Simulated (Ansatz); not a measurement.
# SiO2 (P3_121): the host for defect calculations, part 2 of 3

Before any defect goes in: SiO2 (P3_121) at rest, and how it screens a charge.

Ansatz 0.2.0; plane-wave PAW DFT, r2SCAN; relaxation of the host's cell and atoms; PAW set soft_1 (the session's first sound run).

So far. Step 3 (Dielectric tensors of the host): The principal values of the electronic dielectric tensor are 2.49, 2.49 and 2.52. The principal values of the static dielectric tensor are 4.64, 4.64 and 4.86.

## 5. Self-consistent run

This step: plane-wave PAW DFT, r2SCAN; single point of the defect-free supercell, a test of its k-points; PAW set soft_1 (Ansatz 0.2.0).

System of this step: SiO2 (P3_121). The cell holds 72 atoms: 24 Si and 48 O. Its edges and angles: a = 9.842 Å, b = 9.842 Å, c = 10.833 Å, α = 90.0°, β = 90.0°, γ = 120.0°.

Input file pristine.sampling/input.yaml:

```yaml
crystal:
  lattice:
    - [9.8422041343, 0.0, 0.0]
    - [-4.9211020672, 8.5235988096, 0.0]
    - [0.0, 0.0, 10.8330695259]
  atoms:
    - { symbol: Si, position: [0.2655143582, 0.2655143582, 0.0] }
    - { symbol: Si, position: [0.0, 0.2344856418, 0.3333333334] }
    - { symbol: Si, position: [0.2344856418, 0.0, 0.1666666666] }
    - { symbol: O, position: [0.1345190254, 0.2066064985, 0.3922921182] }
    - { symbol: O, position: [0.2933935015, 0.4279125269, 0.0589587848] }
    - { symbol: O, position: [0.0720874731, 0.3654809746, 0.2256254514] }
    - { symbol: O, position: [0.2066064985, 0.1345190254, 0.1077078818] }
    - { symbol: O, position: [0.3654809746, 0.0720874731, 0.2743745486] }
    - { symbol: O, position: [0.4279125269, 0.2933935015, 0.4410412152] }
    - { symbol: Si, position: [0.2655143582, 0.2655143582, 0.5] }
    - { symbol: Si, position: [0.0, 0.2344856418, 0.8333333333] }
    - { symbol: Si, position: [0.2344856418, 0.0, 0.6666666666] }
    - { symbol: O, position: [0.1345190254, 0.2066064985, 0.8922921182] }
    - { symbol: O, position: [0.2933935015, 0.4279125269, 0.5589587848] }
    - { symbol: O, position: [0.0720874731, 0.3654809746, 0.7256254514] }
    - { symbol: O, position: [0.2066064985, 0.1345190254, 0.6077078818] }
    - { symbol: O, position: [0.3654809746, 0.0720874731, 0.7743745486] }
    - { symbol: O, position: [0.4279125269, 0.2933935015, 0.9410412152] }
    - { symbol: Si, position: [0.2655143582, 0.7655143582, 0.0] }
    - { symbol: Si, position: [0.0, 0.7344856418, 0.3333333334] }
    - { symbol: Si, position: [0.2344856418, 0.5, 0.1666666666] }
    - { symbol: O, position: [0.1345190254, 0.7066064985, 0.3922921182] }
    - { symbol: O, position: [0.2933935015, 0.9279125269, 0.0589587848] }
    - { symbol: O, position: [0.0720874731, 0.8654809746, 0.2256254514] }
    - { symbol: O, position: [0.2066064985, 0.6345190254, 0.1077078818] }
    - { symbol: O, position: [0.3654809746, 0.5720874731, 0.2743745486] }
    - { symbol: O, position: [0.4279125269, 0.7933935015, 0.4410412152] }
    - { symbol: Si, position: [0.2655143582, 0.7655143582, 0.5] }
    - { symbol: Si, position: [0.0, 0.7344856418, 0.8333333333] }
    - { symbol: Si, position: [0.2344856418, 0.5, 0.6666666666] }
    - { symbol: O, position: [0.1345190254, 0.7066064985, 0.8922921182] }
    - { symbol: O, position: [0.2933935015, 0.9279125269, 0.5589587848] }
    - { symbol: O, position: [0.0720874731, 0.8654809746, 0.7256254514] }
    - { symbol: O, position: [0.2066064985, 0.6345190254, 0.6077078818] }
    - { symbol: O, position: [0.3654809746, 0.5720874731, 0.7743745486] }
    - { symbol: O, position: [0.4279125269, 0.7933935015, 0.9410412152] }
    - { symbol: Si, position: [0.7655143582, 0.2655143582, 0.0] }
    - { symbol: Si, position: [0.5, 0.2344856418, 0.3333333334] }
    - { symbol: Si, position: [0.7344856418, 0.0, 0.1666666666] }
    - { symbol: O, position: [0.6345190254, 0.2066064985, 0.3922921182] }
    - { symbol: O, position: [0.7933935015, 0.4279125269, 0.0589587848] }
    - { symbol: O, position: [0.5720874731, 0.3654809746, 0.2256254514] }
    - { symbol: O, position: [0.7066064985, 0.1345190254, 0.1077078818] }
    - { symbol: O, position: [0.8654809746, 0.0720874731, 0.2743745486] }
    - { symbol: O, position: [0.9279125269, 0.2933935015, 0.4410412152] }
    - { symbol: Si, position: [0.7655143582, 0.2655143582, 0.5] }
    - { symbol: Si, position: [0.5, 0.2344856418, 0.8333333333] }
    - { symbol: Si, position: [0.7344856418, 0.0, 0.6666666666] }
    - { symbol: O, position: [0.6345190254, 0.2066064985, 0.8922921182] }
    - { symbol: O, position: [0.7933935015, 0.4279125269, 0.5589587848] }
    - { symbol: O, position: [0.5720874731, 0.3654809746, 0.7256254514] }
    - { symbol: O, position: [0.7066064985, 0.1345190254, 0.6077078818] }
    - { symbol: O, position: [0.8654809746, 0.0720874731, 0.7743745486] }
    - { symbol: O, position: [0.9279125269, 0.2933935015, 0.9410412152] }
    - { symbol: Si, position: [0.7655143582, 0.7655143582, 0.0] }
    - { symbol: Si, position: [0.5, 0.7344856418, 0.3333333334] }
    - { symbol: Si, position: [0.7344856418, 0.5, 0.1666666666] }
    - { symbol: O, position: [0.6345190254, 0.7066064985, 0.3922921182] }
    - { symbol: O, position: [0.7933935015, 0.9279125269, 0.0589587848] }
    - { symbol: O, position: [0.5720874731, 0.8654809746, 0.2256254514] }
    - { symbol: O, position: [0.7066064985, 0.6345190254, 0.1077078818] }
    - { symbol: O, position: [0.8654809746, 0.5720874731, 0.2743745486] }
    - { symbol: O, position: [0.9279125269, 0.7933935015, 0.4410412152] }
    - { symbol: Si, position: [0.7655143582, 0.7655143582, 0.5] }
    - { symbol: Si, position: [0.5, 0.7344856418, 0.8333333333] }
    - { symbol: Si, position: [0.7344856418, 0.5, 0.6666666666] }
    - { symbol: O, position: [0.6345190254, 0.7066064985, 0.8922921182] }
    - { symbol: O, position: [0.7933935015, 0.9279125269, 0.5589587848] }
    - { symbol: O, position: [0.5720874731, 0.8654809746, 0.7256254514] }
    - { symbol: O, position: [0.7066064985, 0.6345190254, 0.6077078818] }
    - { symbol: O, position: [0.8654809746, 0.5720874731, 0.7743745486] }
    - { symbol: O, position: [0.9279125269, 0.7933935015, 0.9410412152] }
basis:
  ecutwfc: 500
  xc_grid: 2
hamiltonian:
  xc: r2scan
  pseudopotentials: { kind: paw, azcp: { folder: soft_1 } }
kpoints:
  mp_grid: { grid: [1, 1, 1], shift: [0.25, 0.25, 0.25] }
scf:
  occupations: { method: fermi_dirac, width: 0.01 }
  max_iter: 80
```

Launch:

```
$ ansatz run input.yaml --threads 8 --pin off --max-ram 22609MiB --backend cpu --events-out ev --progress --plain --runs-dir out
```

Numbers of over 12 decimals in the logs are rounded to 6 here.

Log:

```text
[...]
Crystal: 72 atoms, lattice volume = 908.797 Å³
Basis set: ecut = 500 eV, 23025 PW (Γ), exchange–correlation on 144×144×160 points (8 copies of the dense FFT grid, shifted against one another)
Bands: 264, of which v1, the nominal top of the filled ones, is band 192 counted from 1 (191 counted from 0)
Symmetry: 8 space group operations
k-points: 1
[...]
SCF iter   1: F=—  HF=-42751.397042 eV  |F-HF|=—  |Δ(HF+E_count)|=         —  Δρ=1.31e-1  dr2=1.41e2  dr2_τ=1.64e1  ethr=3.10e-3  ⟨swp⟩=6.0  Hψ=1179  notcnv=0  defer=30
[...]
SCF iter   9: F=-42722.415429 eV  HF=-42722.415429 eV  |F-HF|=1.07e-8  |Δ(HF+E_count)|=   7.17e-8  Δρ=2.72e-6  dr2=4.63e-8  dr2_τ=2.35e-9  ethr=2.37e-10  ⟨swp⟩=3.0  Hψ=559  notcnv=0
SCF 1 converged in 9 iterations: F = -42722.415429 eV  dr2 = 4.63e-8
[...]
SCF converged after 9 iterations
Free energy (F): -42722.415429 eV
[...]
Internal energy: -42722.415429 eV  (E = F + TS)
E sigma→0 (E₀):  -42722.415429 eV
Fermi energy:    5.703655 eV
[...]
```

Run time: 10 s. Hardware: 8 threads of Arm Neoverse V2, shared host; peak memory 2 GiB.

Numbers from this step:

```yaml
energy_over_dense_mesh: -1.79e-4 eV/atom
```

## 6. Defect free supercell relaxed from its symmetric sites

This cell, the one that will hold the defects, is built from the relaxed host. Its coarser k-points can move the atoms a little, so it is relaxed from the symmetric sites, as the reference for the test of stability.

This step: plane-wave PAW DFT, r2SCAN; relaxation of the defect-free supercell from its symmetric sites; PAW set soft_1 (Ansatz 0.2.0).

pristine.symmetric/input.yaml, as its differences from pristine.sampling/input.yaml of step 5:

```diff
@@ -89 +89,12 @@
   max_iter: 80
+output:
+  forces: true
+relax:
+  f_tol: 0.01
+  max_steps: 60
+  escape_saddle: false
+checkpoint:
+  write: "../pristine.symmetric.run"
+  compress: false
+  write_wavefunctions: false
+  write_every: 100000
```

Log:

```text
[...]
Crystal: 72 atoms, lattice volume = 908.797 Å³
Basis set: ecut = 500 eV, 23025 PW (Γ), exchange–correlation on 144×144×160 points (8 copies of the dense FFT grid, shifted against one another)
Bands: 264, of which v1, the nominal top of the filled ones, is band 192 counted from 1 (191 counted from 0)
Symmetry: 8 space group operations
k-points: 1
[...]
SCF iter   1: F=—  HF=-42751.397042 eV  |F-HF|=—  |Δ(HF+E_count)|=         —  Δρ=1.31e-1  dr2=1.41e2  dr2_τ=1.64e1  ethr=3.10e-3  ⟨swp⟩=6.0  Hψ=1179  notcnv=0  defer=30
[...]
SCF iter   8: F=-42722.415428 eV  HF=-42722.415429 eV  |F-HF|=4.70e-7  |Δ(HF+E_count)|=   4.41e-6  Δρ=1.39e-5  dr2=1.29e-6  dr2_τ=5.75e-8  ethr=6.51e-10  ⟨swp⟩=3.0  Hψ=978  notcnv=0
SCF 1 converged in 8 iterations: F = -42722.415428 eV  dr2 = 1.29e-6
[...]
relax step   1: F+E_penalty+E_count = -42722.41542815 eV  Δ(F+E_penalty+E_count) = +0.000e0 eV  max|allowed force component| = 5.775e-3 eV/Å  Δτ_max = 0.0000 Å  (8 SCF iters, dr2 threshold 2.50e-6 eV, accepted)
[...]
SCF iter   3: F=-42722.415429 eV  HF=-42722.415429 eV  |F-HF|=6.21e-8  |Δ(HF+E_count)|=   9.60e-8  Δρ=2.05e-6  dr2=5.56e-8  dr2_τ=1.55e-9  ethr=2.60e-11  ⟨swp⟩=4.0  Hψ=626  notcnv=0
SCF 2 converged in 3 iterations: F = -42722.415429 eV  dr2 = 5.56e-8
relax step   2: F+E_penalty+E_count = -42722.41542870 eV  Δ(F+E_penalty+E_count) = -5.538e-7 eV  max|allowed force component| = 5.827e-3 eV/Å  Δτ_max = 0.0000 Å  (3 SCF iters, accepted)
[...]
SCF iter   2: F=-42722.415429 eV  HF=-42722.415429 eV  |F-HF|=2.80e-8  |Δ(HF+E_count)|=   3.74e-8  Δρ=1.33e-6  dr2=2.48e-8  dr2_τ=5.35e-10  ethr=1.44e-11  ⟨swp⟩=3.0  Hψ=581  notcnv=0
SCF 3 converged in 2 iterations: F = -42722.415429 eV  dr2 = 2.48e-8
SCF converged after 2 iterations
Free energy (F): -42722.415429 eV
[...]
Internal energy: -42722.415429 eV  (E = F + TS)
E sigma→0 (E₀):  -42722.415429 eV
Fermi energy:    5.703646 eV
[...]
--- Forces (eV/Å), atoms counted from 1 ---
  atom   1  Si     0.00134677     0.00193437     0.00000967
  atom   2  Si     0.00185193     0.00170788     0.00181456
  atom   3  Si     0.00013228     0.00238948    -0.00192853
  atom   4  O     -0.00259788    -0.00105305    -0.00574917
  atom   5  O      0.00261662     0.00132058    -0.00170434
  atom   6  O     -0.00000425    -0.00428441    -0.00202659
  atom   7  O      0.00076954    -0.00289261     0.00582734
  atom   8  O     -0.00392564    -0.00172142     0.00181812
  atom   9  O     -0.00026897     0.00246328     0.00193798
  atom  10  Si     0.00134677     0.00193437     0.00000967
  atom  11  Si     0.00185193     0.00170788     0.00181456
  atom  12  Si     0.00013228     0.00238948    -0.00192853
  atom  13  O     -0.00259788    -0.00105305    -0.00574917
  atom  14  O      0.00261662     0.00132058    -0.00170434
  atom  15  O     -0.00000425    -0.00428441    -0.00202659
  atom  16  O      0.00076954    -0.00289261     0.00582734
  atom  17  O     -0.00392564    -0.00172142     0.00181812
  atom  18  O     -0.00026897     0.00246328     0.00193798
  atom  19  Si     0.00134677     0.00193437     0.00000967
  atom  20  Si     0.00185193     0.00170788     0.00181456
  atom  21  Si     0.00013228     0.00238948    -0.00192853
  atom  22  O     -0.00259788    -0.00105305    -0.00574917
  atom  23  O      0.00261662     0.00132058    -0.00170434
  atom  24  O     -0.00000425    -0.00428441    -0.00202659
  atom  25  O      0.00076954    -0.00289261     0.00582734
  atom  26  O     -0.00392564    -0.00172142     0.00181812
  atom  27  O     -0.00026897     0.00246328     0.00193798
  atom  28  Si     0.00134677     0.00193437     0.00000967
  atom  29  Si     0.00185193     0.00170788     0.00181456
  atom  30  Si     0.00013228     0.00238948    -0.00192853
  atom  31  O     -0.00259788    -0.00105305    -0.00574917
  atom  32  O      0.00261662     0.00132058    -0.00170434
  atom  33  O     -0.00000425    -0.00428441    -0.00202659
  atom  34  O      0.00076954    -0.00289261     0.00582734
  atom  35  O     -0.00392564    -0.00172142     0.00181812
  atom  36  O     -0.00026897     0.00246328     0.00193798
  atom  37  Si     0.00134677     0.00193437     0.00000967
  atom  38  Si     0.00185193     0.00170788     0.00181456
  atom  39  Si     0.00013228     0.00238948    -0.00192853
  atom  40  O     -0.00259788    -0.00105305    -0.00574917
[...]
atom  61  O      0.00076954    -0.00289261     0.00582734
  atom  62  O     -0.00392564    -0.00172142     0.00181812
  atom  63  O     -0.00026897     0.00246328     0.00193798
  atom  64  Si     0.00134677     0.00193437     0.00000967
  atom  65  Si     0.00185193     0.00170788     0.00181456
  atom  66  Si     0.00013228     0.00238948    -0.00192853
  atom  67  O     -0.00259788    -0.00105305    -0.00574917
  atom  68  O      0.00261662     0.00132058    -0.00170434
  atom  69  O     -0.00000425    -0.00428441    -0.00202659
  atom  70  O      0.00076954    -0.00289261     0.00582734
  atom  71  O     -0.00392564    -0.00172142     0.00181812
  atom  72  O     -0.00026897     0.00246328     0.00193798
  max |Σ_I F_I| component: 1.09e-3 eV/Å
--- Relaxed structure (2 steps of the walk, 2 accepted, 0 SCFs on fresh bases) ---
  F+E_penalty+E_count = -42722.41542870 eV   max|allowed force component| = 5.827e-3 eV/Å
  atoms:
    - { symbol: Si, position: [0.2655143582, 0.265514, 4.1376367353436905e-17] }
    - { symbol: Si, position: [1.3877787807814457e-17, 0.2344856418, 0.333333] }
    - { symbol: Si, position: [0.234486, 0, 0.166667] }
    - { symbol: O, position: [0.1345190254, 0.206606, 0.392292] }
    - { symbol: O, position: [0.293394, 0.427913, 0.058959] }
    - { symbol: O, position: [0.072087, 0.3654809746, 0.225625] }
    - { symbol: O, position: [0.2066064985, 0.1345190254, 0.107708] }
    - { symbol: O, position: [0.3654809746, 0.0720874731, 0.274375] }
    - { symbol: O, position: [0.427913, 0.2933935015, 0.441041] }
    - { symbol: Si, position: [0.2655143582, 0.265514, 0.5] }
    - { symbol: Si, position: [1.3877787807814457e-17, 0.2344856418, 0.833333] }
    - { symbol: Si, position: [0.234486, 0, 0.666667] }
    - { symbol: O, position: [0.1345190254, 0.206606, 0.892292] }
    - { symbol: O, position: [0.293394, 0.427913, 0.558959] }
    - { symbol: O, position: [0.072087, 0.3654809746, 0.725625] }
    - { symbol: O, position: [0.2066064985, 0.1345190254, 0.607708] }
    - { symbol: O, position: [0.3654809746, 0.0720874731, 0.774375] }
    - { symbol: O, position: [0.427913, 0.2933935015, 0.941041] }
    - { symbol: Si, position: [0.265514, 0.765514, 4.1376367353436905e-17] }
    - { symbol: Si, position: [-5.551115123125783e-17, 0.7344856418, 0.333333] }
    - { symbol: Si, position: [0.234486, 0.5, 0.166667] }
    - { symbol: O, position: [0.1345190254, 0.7066064985, 0.392292] }
    - { symbol: O, position: [0.293394, 0.927913, 0.058959] }
    - { symbol: O, position: [0.072087, 0.865481, 0.225625] }
    - { symbol: O, position: [0.206606, 0.634519, 0.107708] }
    - { symbol: O, position: [0.365481, 0.5720874731, 0.274375] }
    - { symbol: O, position: [0.427913, 0.7933935015, 0.441041] }
    - { symbol: Si, position: [0.265514, 0.765514, 0.5] }
    - { symbol: Si, position: [-5.551115123125783e-17, 0.7344856418, 0.833333] }
    - { symbol: Si, position: [0.234486, 0.5, 0.666667] }
    - { symbol: O, position: [0.1345190254, 0.7066064985, 0.892292] }
    - { symbol: O, position: [0.293394, 0.927913, 0.558959] }
    - { symbol: O, position: [0.072087, 0.865481, 0.725625] }
    - { symbol: O, position: [0.206606, 0.634519, 0.607708] }
    - { symbol: O, position: [0.365481, 0.5720874731, 0.774375] }
    - { symbol: O, position: [0.427913, 0.7933935015, 0.941041] }
    - { symbol: Si, position: [0.7655143582, 0.265514, 4.1376367353436905e-17] }
    - { symbol: Si, position: [0.5, 0.234486, 0.333333] }
    - { symbol: Si, position: [0.734486, 0.0, 0.166667] }
    - { symbol: O, position: [0.6345190254, 0.2066064985, 0.392292] }
    - { symbol: O, position: [0.793394, 0.427913, 0.058959] }
    - { symbol: O, position: [0.5720874731, 0.3654809746, 0.225625] }
    - { symbol: O, position: [0.706606, 0.1345190254, 0.107708] }
    - { symbol: O, position: [0.8654809746, 0.0720874731, 0.274375] }
    - { symbol: O, position: [0.9279125269, 0.293394, 0.441041] }
    - { symbol: Si, position: [0.7655143582, 0.265514, 0.5] }
    - { symbol: Si, position: [0.5, 0.234486, 0.833333] }
    - { symbol: Si, position: [0.734486, 0.0, 0.666667] }
    - { symbol: O, position: [0.6345190254, 0.2066064985, 0.892292] }
    - { symbol: O, position: [0.793394, 0.427913, 0.558959] }
    - { symbol: O, position: [0.5720874731, 0.3654809746, 0.725625] }
    - { symbol: O, position: [0.706606, 0.1345190254, 0.607708] }
    - { symbol: O, position: [0.8654809746, 0.0720874731, 0.774375] }
    - { symbol: O, position: [0.9279125269, 0.293394, 0.941041] }
    - { symbol: Si, position: [0.765514, 0.765514, 4.1376367353436905e-17] }
    - { symbol: Si, position: [0.5, 0.7344856418, 0.333333] }
    - { symbol: Si, position: [0.734486, 0.500000, 0.166667] }
    - { symbol: O, position: [0.634519, 0.7066064985, 0.392292] }
    - { symbol: O, position: [0.793394, 0.9279125269, 0.058959] }
    - { symbol: O, position: [0.5720874731, 0.8654809746, 0.225625] }
    - { symbol: O, position: [0.7066064985, 0.6345190254, 0.107708] }
    - { symbol: O, position: [0.865481, 0.5720874731, 0.274375] }
    - { symbol: O, position: [0.927913, 0.7933935015, 0.441041] }
    - { symbol: Si, position: [0.765514, 0.765514, 0.5] }
    - { symbol: Si, position: [0.5, 0.7344856418, 0.833333] }
    - { symbol: Si, position: [0.734486, 0.500000, 0.666667] }
    - { symbol: O, position: [0.634519, 0.7066064985, 0.892292] }
    - { symbol: O, position: [0.793394, 0.9279125269, 0.558959] }
    - { symbol: O, position: [0.5720874731, 0.8654809746, 0.725625] }
    - { symbol: O, position: [0.7066064985, 0.6345190254, 0.607708] }
    - { symbol: O, position: [0.865481, 0.5720874731, 0.774375] }
    - { symbol: O, position: [0.927913, 0.7933935015, 0.941041] }
```

The job ended after 20 s (8 threads; peak memory 2 GiB; 2.2 min of CPU time).

Hardly anything moved in the relaxation; the energy changed by under 0.2 meV an atom.

(Part 2 of 3 ends here.)

[Logs are printed without paths, hosts, clocks, repeated set-up lines and the standing remarks that a program may print on its own settings, such as how far it seeks lower states.]

[Hosts, paths, dates, database ids (printed as entryN), source tags and the programs' standing remarks are cut or masked in the printed files.]

[Runs of the host that timed out are not shown.]

[For some hosts the program warned that the k-mesh of the response run may be too coarse for force constants and the static dielectric constant; such warnings are not always shown.]
